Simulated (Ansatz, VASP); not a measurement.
**Two plane-wave programs on BeS**

```
Be S
1.0
     0.00000    2.31469    2.31469
     2.31469    0.00000    2.31469
     2.31469    2.31469    0.00000
Be S
1 1
Direct
  0.00000 0.00000 0.00000
  0.50000 0.50000 0.50000
```

Change from the starting cell: species swapped into the TePb type (Fm-3m, No. 225).

Alike in both runs: functional PBE; k mesh 10 × 10 × 10; occupations gaussian, width 0.02 eV; no spin polarisation.

Ansatz relaxed the structure, and its values are those at the end. VASP's run is a single point on that final structure, the one shown.

|  | VASP | Ansatz |
| --- | --- | --- |
| version | VASP 6.6.1 | Ansatz 0.2.0 |
| potentials or method | VASP PAW PBE potentials, release 64 (Be, S) | scalar-relativistic, plane waves, PAW |
| plane-wave cutoff (eV) | 520 | 420 |
| valence electrons in the cell | 8 | 8 |

|  | VASP | Ansatz | Ansatz less VASP |
| --- | --- | --- | --- |
| gap on the k mesh at the Fermi level (eV) | 1.03 | 1.03 | -0.007 |
| least direct gap on the mesh (eV) | 4.16 | 4.16 | -0.006 |
| pressure (GPa) | -0.1 | 0.0 | +0.08 |

A k mesh can miss the band edges.
